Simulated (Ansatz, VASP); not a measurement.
# Cross-check of Hf18O35 between VASP and Ansatz

One calculation is typed for both programs; each brings its own data sets and cutoff. How far apart do they land? The cell is taken from a series of runs on this material, whose earlier steps may have relaxed or scaled it; both programs get it as it stands.

Program: Ansatz 0.2.0. Level of theory: plane waves, with VASP 6.6.1 beside it; single point at PBEsol. Results are calculated unless marked as measured.

## 1. Set-up

The cell holds 53 atoms: 18 Hf and 35 O. Cell: a = 10.646 Å, b = 10.646 Å, c = 7.097 Å, α = 60.0°, β = 60.0°, γ = 60.0°. It derives from HfO2. Nearest the centre at fractional (0.250, 0.250, 0.375): Hf4 at 2.14 Å, Hf8 at 2.14 Å, Hf9 at 2.15 Å, Hf10 at 2.15 Å, O39 at 2.41 Å, O43 at 2.41 Å, O38 at 2.43 Å, O42 at 2.43 Å.

## 2. VASP: single point, PBEsol

A single point gives forces, pressure and levels at one fixed geometry, so differences don't come from the geometry; what else differs is listed under the comparison.

Lines of VASP's logs that name or quote its potential files are left out, and so is its time.

INCAR

```
SYSTEM = Hf18O35
PREC = Accurate
ENCUT = 520
EDIFF = 1E-05
NELM = 100
ISMEAR = 0
SIGMA = 0.05
LREAL = Auto
ALGO = Fast
GGA = PS
NBANDS = 232
LASPH = .TRUE.
LORBIT = 11
LWAVE = .FALSE.
LCHARG = .FALSE.
NCORE = 8
ISIF = 2
```

POSCAR

```
Hf18O35
1.0
    0.0000000000      7.5276447800      7.5276447800
    7.5276447800      0.0000000000      7.5276447800
    5.0184298500      5.0184298500      0.0000000000
Hf O
18 35
Direct
    0.9998394500      0.9995661200      0.0017240400
    0.9999316100      0.9997180400      0.4986951400
    0.0000673200      0.3309346500      0.0018704400
    0.0038317600      0.3319827400      0.4967799400
    0.0005802700      0.6673832200      0.9988169100
    0.0006390600      0.6660941700      0.4990114300
    0.3311667000      0.9996497100      0.0021944100
    0.3323085100      0.0036925100      0.4967008800
    0.3323066900      0.3322817600      0.0045112200
    0.3328620000      0.3327669800      0.4983875800
    0.3325370300      0.6674447800      0.9988279900
    0.3339501600      0.6658528100      0.5008938800
    0.6674421900      0.0005279800      0.9988614700
    0.6661108800      0.0006057600      0.4990598600
    0.6675095900      0.3324958000      0.9987723000
    0.6658958200      0.3339329200      0.5008590600
    0.6663208400      0.6660880200      0.0002802100
    0.6656927700      0.6654847100      0.5023759900
    0.2488706000      0.2486599500      0.8776560600
    0.2478474100      0.5869225300      0.3753876200
    0.2504576000      0.5832465000      0.8721446000
    0.2513899700      0.9159572900      0.3689072400
    0.2493422900      0.9164746200      0.8803732800
    0.5870496600      0.2477253600      0.3753753900
    0.5833929800      0.2503204000      0.8721580400
    0.5838983400      0.5837560400      0.3799295300
    0.5811860500      0.5810328500      0.8716212800
    0.5891993100      0.9112598500      0.3745582900
    0.5749537800      0.9267970400      0.8723698500
    0.9161847300      0.2511956500      0.3688393800
    0.9167147100      0.2491277900      0.8803375600
    0.9114477400      0.5890082500      0.3745837900
    0.9270403700      0.5747422100      0.8723587500
    0.9157323300      0.9155244300      0.3720908600
    0.9179489900      0.9177581600      0.8767061600
    0.0819851800      0.0816867100      0.1280867500
    0.0863109400      0.0860711000      0.6190107900
    0.0873675300      0.4139617800      0.1348297300
    0.0889133900      0.4120657600      0.6118933100
    0.0846830600      0.7482876800      0.1233117800
    0.0804222000      0.7533600600      0.6254679700
    0.4141390200      0.0871874700      0.1348420800
    0.4122329800      0.0887712100      0.6119069900
    0.4122707200      0.4121569400      0.1331538700
    0.4173789800      0.4172246100      0.6205665800
    0.4219111900      0.7464612900      0.1220796600
    0.4130253500      0.7528121700      0.6262737300
    0.7484803800      0.0845202400      0.1232776600
    0.7535196000      0.0802512500      0.6254816500
    0.7466543900      0.4217406400      0.1220733000
    0.7529871500      0.4128711200      0.6262228800
    0.7509999700      0.7508205500      0.1120995700
    0.7491834800      0.7489905300      0.6361784100
```

KPOINTS

```
Automatic mesh
0
Gamma
2 2 2
0 0 0
```

The projector-augmented-wave data sets are Hf_pv and O (PBE family, release 64).

Started as:

```bash
> mpirun -np 8 vasp_std
```

Numbers of over 12 decimals in the logs are rounded to 6 here.

The log of the run:

```text
[banner, memory and clock lines left out]
running    8 mpi-ranks, on    1 nodes
[...]
|                                                                             |
|           W    W    AA    RRRRR   N    N  II  N    N   GGGG   !!!           |
|           W    W   A  A   R    R  NN   N  II  NN   N  G    G  !!!           |
|           W    W  A    A  R    R  N N  N  II  N N  N  G       !!!           |
|           W WW W  AAAAAA  RRRRR   N  N N  II  N  N N  G  GGG   !            |
|           WW  WW  A    A  R   R   N   NN  II  N   NN  G    G                |
|           W    W  A    A  R    R  N    N  II  N    N   GGGG   !!!           |
|                                                                             |
|     For optimal performance we recommend to set                             |
|       NCORE = 2 up to number-of-cores-per-socket                            |
|     NCORE specifies how many cores store one orbital (NPAR=cpu/NCORE).      |
|     This setting can greatly improve the performance of VASP for DFT.       |
[...]
|                                                                             |
|     You enforced a specific xc type in the INCAR file but a different       |
|     [... a line on the potential file left out ...]
|     I HOPE YOU KNOW WHAT YOU ARE DOING!                                     |
|                                                                             |

 LDA part: xc-table for (Slater+PW92), standard interpolation
 POSCAR, INCAR and KPOINTS ok, starting setup
[...]
entering main loop
       N       E                     dE             d eps       ncg     rms          rms(c)
DAV:   1     0.273881532776E+04    0.27388E+04   -0.22232E+05  3712   0.170E+03
DAV:   2    -0.426905781637E+03   -0.31657E+04   -0.30483E+04  4440   0.450E+02
DAV:   3    -0.644659792931E+03   -0.21775E+03   -0.21607E+03  4256   0.104E+02
DAV:   4    -0.648962491677E+03   -0.43027E+01   -0.42836E+01  4272   0.153E+01
[...]
RMM:  14    -0.558123201835E+03    0.52063E-03   -0.20091E-03  4333   0.910E-02    0.251E-01
RMM:  15    -0.558123216634E+03   -0.14799E-04   -0.49731E-04  4464   0.344E-02    0.675E-02
RMM:  16    -0.558123217642E+03   -0.10079E-05   -0.89673E-05  3729   0.139E-02
   1 F= -.55812322E+03 E0= -.55812322E+03  d E =-.176722E-18
```

OUTCAR, selected parts (step 2):

```text
  Total       -0.9901904     -0.9946813     -0.5538868      0.3667617     -0.1239031     -0.1185000
  in kB       -2.7894155     -2.8020666     -1.5603266      1.0331859     -0.3490410     -0.3338203
  external PRESSURE =      -2.3839362 kB  Pullay stress =       0.0000000 kB

 POSITION                                       TOTAL-FORCE (eV/Angst)
 -----------------------------------------------------------------------------------
      7.53303      7.53509     15.05081         0.021229      0.007561     -0.019780
     10.02819     10.02980     15.05265        -0.021468     -0.037828      0.017412
      2.50055      0.00989      2.49167        -0.000919      0.020136     -0.073848
      4.99210      2.52190      2.52789        -0.068281      0.045186      0.064290
     10.03632      5.01686      5.02819        -0.001150     -0.013940      0.016699
      7.51837      2.50906      5.01893        -0.015209      0.012182      0.015172
      7.53602      2.50392     10.01791         0.019787     -0.016346     -0.059609
      2.52045      4.99416      2.52930         0.049760     -0.070107      0.055002
      2.52394      2.52413      5.00279         0.051424      0.057688     -0.071074
      5.00607      5.00679      5.01062        -0.038775     -0.038934      0.006130
     10.03684      7.51577      7.52751         0.007506     -0.062741      0.019943
      7.52600      5.02756      7.52616        -0.022939      0.033954     -0.033702
      5.01669     10.03698      5.02824        -0.024500      0.001887      0.026389
      2.50906      7.51874      5.01881         0.004262     -0.005298      0.025614
[...]
-----------------------------------------------------------------------------------
    total drift:                                0.010947      0.009578      0.005245

  FREE ENERGIE OF THE ION-ELECTRON SYSTEM (eV)
  ---------------------------------------------------
  free  energy   TOTEN  =      -558.1232176423 eV

  energy  without entropy=     -558.1232176423  energy(sigma->0) =     -558.12321764

[... 1 further part left out ...]
```

Harder data sets than Hf_pv exist (the GW ones), and pressures, volumes and forces can shift noticeably with them.

## 3. Ansatz: single point, PBEsol

Ansatz runs on its default PAW (the set named soft_2) files.

The same cell, functional, mesh and smearing now go to Ansatz, which takes its cutoff from its data sets.

input.yaml

```yaml
crystal:
  lattice:
    - [0.0, 7.52764478, 7.52764478]
    - [7.52764478, 0.0, 7.52764478]
    - [5.01842985, 5.01842985, 0.0]
  atoms:
    - { symbol: Hf, position: [0.99983945, 0.99956612, 0.00172404] }
    - { symbol: Hf, position: [0.99993161, 0.99971804, 0.49869514] }
    - { symbol: Hf, position: [6.732e-05, 0.33093465, 0.00187044] }
    - { symbol: Hf, position: [0.00383176, 0.33198274, 0.49677994] }
    - { symbol: Hf, position: [0.00058027, 0.66738322, 0.99881691] }
    - { symbol: Hf, position: [0.00063906, 0.66609417, 0.49901143] }
    - { symbol: Hf, position: [0.3311667, 0.99964971, 0.00219441] }
    - { symbol: Hf, position: [0.33230851, 0.00369251, 0.49670088] }
    - { symbol: Hf, position: [0.33230669, 0.33228176, 0.00451122] }
    - { symbol: Hf, position: [0.332862, 0.33276698, 0.49838758] }
    - { symbol: Hf, position: [0.33253703, 0.66744478, 0.99882799] }
    - { symbol: Hf, position: [0.33395016, 0.66585281, 0.50089388] }
    - { symbol: Hf, position: [0.66744219, 0.00052798, 0.99886147] }
    - { symbol: Hf, position: [0.66611088, 0.00060576, 0.49905986] }
    - { symbol: Hf, position: [0.66750959, 0.3324958, 0.9987723] }
    - { symbol: Hf, position: [0.66589582, 0.33393292, 0.50085906] }
    - { symbol: Hf, position: [0.66632084, 0.66608802, 0.00028021] }
    - { symbol: Hf, position: [0.66569277, 0.66548471, 0.50237599] }
    - { symbol: O, position: [0.2488706, 0.24865995, 0.87765606] }
    - { symbol: O, position: [0.24784741, 0.58692253, 0.37538762] }
    - { symbol: O, position: [0.2504576, 0.5832465, 0.8721446] }
    - { symbol: O, position: [0.25138997, 0.91595729, 0.36890724] }
    - { symbol: O, position: [0.24934229, 0.91647462, 0.88037328] }
    - { symbol: O, position: [0.58704966, 0.24772536, 0.37537539] }
    - { symbol: O, position: [0.58339298, 0.2503204, 0.87215804] }
    - { symbol: O, position: [0.58389834, 0.58375604, 0.37992953] }
    - { symbol: O, position: [0.58118605, 0.58103285, 0.87162128] }
    - { symbol: O, position: [0.58919931, 0.91125985, 0.37455829] }
    - { symbol: O, position: [0.57495378, 0.92679704, 0.87236985] }
    - { symbol: O, position: [0.91618473, 0.25119565, 0.36883938] }
    - { symbol: O, position: [0.91671471, 0.24912779, 0.88033756] }
    - { symbol: O, position: [0.91144774, 0.58900825, 0.37458379] }
    - { symbol: O, position: [0.92704037, 0.57474221, 0.87235875] }
    - { symbol: O, position: [0.91573233, 0.91552443, 0.37209086] }
    - { symbol: O, position: [0.91794899, 0.91775816, 0.87670616] }
    - { symbol: O, position: [0.08198518, 0.08168671, 0.12808675] }
    - { symbol: O, position: [0.08631094, 0.0860711, 0.61901079] }
    - { symbol: O, position: [0.08736753, 0.41396178, 0.13482973] }
    - { symbol: O, position: [0.08891339, 0.41206576, 0.61189331] }
    - { symbol: O, position: [0.08468306, 0.74828768, 0.12331178] }
    - { symbol: O, position: [0.0804222, 0.75336006, 0.62546797] }
    - { symbol: O, position: [0.41413902, 0.08718747, 0.13484208] }
    - { symbol: O, position: [0.41223298, 0.08877121, 0.61190699] }
    - { symbol: O, position: [0.41227072, 0.41215694, 0.13315387] }
    - { symbol: O, position: [0.41737898, 0.41722461, 0.62056658] }
    - { symbol: O, position: [0.42191119, 0.74646129, 0.12207966] }
    - { symbol: O, position: [0.41302535, 0.75281217, 0.62627373] }
    - { symbol: O, position: [0.74848038, 0.08452024, 0.12327766] }
    - { symbol: O, position: [0.7535196, 0.08025125, 0.62548165] }
    - { symbol: O, position: [0.74665439, 0.42174064, 0.1220733] }
    - { symbol: O, position: [0.75298715, 0.41287112, 0.62622288] }
    - { symbol: O, position: [0.75099997, 0.75082055, 0.11209957] }
    - { symbol: O, position: [0.74918348, 0.74899053, 0.63617841] }
hamiltonian:
  xc: pbesol
  pseudopotentials: { kind: paw }
kpoints:
  mp_grid: { grid: [2, 2, 2] }
scf:
  occupations: { method: gaussian, width: 0.05 }
  n_extra_bands: 17
output:
  forces: true
  eigenvalues: true
  write_density: true
  write_potential: true
  elf: true
  volumetric_format: npy
```

Started as:

```bash
> ansatz run input.yaml --threads 8 --pin off --max-ram 18432MiB --backend cpu --events-out ev --progress --plain --runs-dir out
```

The log of the run:

```text
scf.n_extra_bands = 17 over 339 filled bands (N_el = 678.0): the run solves 356 bands
Engine: ansatz 0.2.0, aarch64-unknown-linux-gnu
Pseudopotentials: kind: paw
Pseudopotential: Hf, paw, valence charge 26, recommended cutoff 420 eV (normal), Hf.paw.azcp
Pseudopotential: O, paw, valence charge 6, recommended cutoff 420 eV (normal), O.paw.azcp
Functional definition: PBEsol
  exchange = pbesol_x
  correlation = pbesol_c
Crystal: 53 atoms, lattice volume = 568.743 Å³
Basis set: ecut = 420 eV, 11123 PW (Γ), exchange–correlation on 144×144×96 points (8 copies of the dense FFT grid, shifted against one another)
Bands: 356, of which v1, the nominal top of the filled ones, is band 339 counted from 1 (338 counted from 0)
Symmetry: 1 space group operations
Space group: P1 (ITA 1), of the structure as read, at distance tolerance 8.3e-5 Å
k-points: 8
Non-local potential: Hf, projectors of the file, l = 0: 3, l = 1: 2, l = 2: 2, l = 3: 3
Non-local potential: O, projectors of the file, l = 0: 2, l = 1: 2, l = 2: 1
PAW form: soft (Blöchl's): semilocal exchange-correlation on the pseudo side does not see the compensation charge
PAW frozen core: Hf, regenerated for the run's functional, and the local potential with it (the file was generated under x = pbe(κ = 0.804, μ = 0.219515), c = pbe(β = 0.066725))
PAW frozen core: O, regenerated for the run's functional, and the local potential with it (the file was generated under x = pbe(κ = 0.804, μ = 0.219515), c = pbe(β = 0.066725))
PAW one-centre angular grid: Hf, 590 points (default); XC on 64 Gauss nodes
PAW one-centre angular grid: O, 110 points (default); XC on 64 Gauss nodes
Initial density: superposition of atomic densities (neutral atoms: chi_scale 0, normalization atom), corrected by the library's trained network
Initial wavefunctions: pseudopotential atomic-orbital guess
Functional: x = pbesol(κ = 0.804, μ = 0.123457), c = pbesol(β = 0.046)
SCF iter   1: F=—  HF=-300487.387060 eV  |F-HF|=—  |Δ(HF+E_count)|=         —  Δρ=1.84e-2  dr2=1.81e0  ethr=1.77e-3  ⟨swp⟩=5.0  Hψ=10039  notcnv=0
preconditioner: auto → Resta (q_TF=auto, 2.809 Å⁻¹)  ε∞=6.8  [insulator: Δε(μ)=1.356 eV  Ē_g=16.336 eV  σ=0.050 eV  W_gap=1.00  n_scr=214 (ndim 8)  ℏωp=39.5 eV  f_vac=0.057  D(μ)=0.00/eV (n_scr^D=0)  ε∞_Penn≈6.8]
SCF iter   2: F=—  HF=-300486.950348 eV  |F-HF|=—  |Δ(HF+E_count)|=   4.37e-1  Δρ=4.12e-3  dr2=1.40e-1  ethr=2.67e-4  ⟨swp⟩=2.4  Hψ=5680  notcnv=0  defer=93
SCF iter   3: F=—  HF=-300486.928453 eV  |F-HF|=—  |Δ(HF+E_count)|=   2.19e-2  Δρ=2.39e-3  dr2=5.61e-2  ethr=2.06e-5  ⟨swp⟩=2.0  Hψ=2821  notcnv=0  defer=93
SCF iter   4: F=—  HF=-300486.916086 eV  |F-HF|=—  |Δ(HF+E_count)|=   1.24e-2  Δρ=6.93e-4  dr2=3.06e-3  ethr=8.27e-6  ⟨swp⟩=3.2  Hψ=5408  notcnv=0  defer=93
SCF iter   5: F=—  HF=-300486.912061 eV  |F-HF|=—  |Δ(HF+E_count)|=   4.03e-3  Δρ=3.05e-4  dr2=5.78e-4  ethr=4.52e-7  ⟨swp⟩=2.1  Hψ=6367  notcnv=0  defer=80
SCF iter   6: F=—  HF=-300486.911980 eV  |F-HF|=—  |Δ(HF+E_count)|=   8.12e-5  Δρ=1.06e-4  dr2=5.86e-5  ethr=8.53e-8  ⟨swp⟩=3.0  Hψ=4946  notcnv=0  defer=80
SCF iter   7: F=—  HF=-300486.910880 eV  |F-HF|=—  |Δ(HF+E_count)|=   1.10e-3  Δρ=4.98e-5  dr2=1.26e-5  ethr=8.64e-9  ⟨swp⟩=2.0  Hψ=5353  notcnv=0  defer=80
SCF iter   8: F=—  HF=-300486.910880 eV  |F-HF|=—  |Δ(HF+E_count)|=   3.14e-7  Δρ=1.40e-5  dr2=1.42e-6  ethr=1.86e-9  ⟨swp⟩=2.0  Hψ=5448  notcnv=0  defer=80
SCF iter   9: F=—  HF=-300486.910880 eV  |F-HF|=—  |Δ(HF+E_count)|=   3.19e-7  Δρ=7.89e-6  dr2=3.38e-7  ethr=2.09e-10  ⟨swp⟩=2.4  Hψ=5484  notcnv=0  defer=80
SCF iter  10: F=-300486.910880 eV  HF=-300486.910880 eV  |F-HF|=5.67e-8  |Δ(HF+E_count)|=   1.01e-7  Δρ=3.63e-6  dr2=7.75e-8  ethr=1.47e-11  ⟨swp⟩=16.1  Hψ=31017  notcnv=0
SCF 1 converged in 10 iterations: F = -300486.910880 eV  dr2 = 7.75e-8
  greatest PAW one-centre occupation: 0.999 electrons in one spin orbital (limit 2), on the Hf atom at site 0 (counted from 0), in its partial waves of l = 3
SCF converged after 10 iterations
Free energy (F): -300486.910880 eV
Harris-Foulkes:  -300486.910880 eV  (|F-HF|=5.67e-8)
Internal energy: -300486.910880 eV  (E = F + TS)
E sigma→0 (E₀):  -300486.910880 eV
Fermi energy:    19.584130 eV
--- Per-component energies (eV) ---
  E_band       = 1196.977026
  E_kinetic    = 13741.017572
  E_local      = -102162.707250  (includes V_loc(G=0)·N_el)
  E_nonlocal   = -20580.794538
  E_hartree    = 46960.705352
  E_xc         = -7919.476216
  E_vxc        = -8076.859983  (∫ρ·V_xc dr)
  E_paw        = -127851.731774  (= ΣΔE_a)
  E_vpaw       = 24354.815525  (= ΣTr[D̂ρ^β])
  E_aug_tail   = 0.085986  (compensation charges beyond the density's cutoff)
  E_ewald      = -102697.764737
  E_core_change = 23.754725  (= ΣΔE_core)
  E_smearing   = -0.000000  (= −TS)
  E_closure    = -0.000000  (closes the sum)
  Σ components = -300486.910880   (vs F -300486.910880, Δ=0.00e0)
[...]
k-point 2: bands = [... 335 lower, 15.9887, 16.0836, 16.2758, 19.0085, 20.0950, 20.4400, 20.5839, 20.6074, ... 13 higher]
  k-point 7: bands = [... 335 lower, 15.8897, 15.9220, 15.9891, 19.0749, 20.5098, 20.5756, 20.7044, 20.7221, ... 13 higher]
```

## 4. Side by side

Known differences besides the PAW data sets themselves: the data sets hold 678 valence electrons in Ansatz (default PAW (the set named soft_2) files) and 390 in VASP; the cutoff is 420 eV in Ansatz and 520 eV in VASP (PREC = Accurate, projectors in real space); Ansatz makes its cores anew for this functional, VASP keeps those of its PBE data sets. Total energies have different zeros and are not compared.

Both answers:

```
              quantity  Ansatz   VASP  difference
gap on the k mesh (eV)   1.020  1.022      -0.002
```

Forces on 10 of the 53 atoms, picked by the larger force of the two programs (eV/Å; atoms numbered as in POSCAR):

```csv
atom,"Ansatz x, y, z","VASP x, y, z"
Hf3,"-0.001, 0.017, -0.054","-0.001, 0.020, -0.074"
Hf4,"-0.121, 0.103, 0.116","-0.068, 0.045, 0.064"
Hf7,"0.017, -0.017, -0.038","0.020, -0.016, -0.060"
Hf8,"0.108, -0.122, 0.107","0.050, -0.070, 0.055"
Hf9,"0.101, 0.108, -0.126","0.051, 0.058, -0.071"
Hf10,"-0.089, -0.089, -0.047","-0.039, -0.039, 0.006"
Hf11,"0.002, -0.050, 0.013","0.008, -0.063, 0.020"
Hf15,"-0.057, 0.018, 0.012","-0.070, 0.024, 0.019"
Hf18,"0.009, 0.008, -0.043","0.010, 0.009, -0.055"
O38,"0.022, 0.025, 0.008","0.024, 0.051, 0.008"
```

The forces differ by 16 meV/Å r.m.s., which is 63.2 % of the r.m.s. force of 0.03 eV/Å (both taken over all components).

## 5. Looking for the cause

The difference is large enough to ask for its cause, so further runs change the set-up of one program at a time, as the table lists.

```
                                                             run  r.m.s. force difference (meV/Å)
                                                        as above                               16
VASP with the data sets Hf_sv_GW and O_GW and a cutoff of 670 eV                              7.4
   VASP with the data sets Hf_pv and O_h and a cutoff of 1230 eV                               39
```

## 6. Outcome

```json
{
 "r.m.s. force difference (single point, PBEsol)": "16 meV/Å"
}
```

What this shows: The r.m.s. force difference is 16 meV/Å (single point, PBEsol), beyond the 12 meV/Å picked in this series as the mark of a large difference. For single point, PBEsol: with VASP with the data sets Hf_sv_GW and O_GW and a cutoff of 670 eV the r.m.s. force difference shrinks in size, from 16 to 7.4 meV/Å. Differences of this kind measure data sets and numerical settings, not the functional's error against experiment.

[Lines on the potential files, build, host, timing and source positions are cut from VASP's logs without a mark.]

[Logs are printed without paths, hosts, clocks, repeated set-up lines and the standing remarks that a program may print on its own settings, such as how far it seeks lower states.]

[Hosts, paths, dates, database ids (printed as entryN), source tags and the programs' standing remarks are cut or masked in the printed files.]
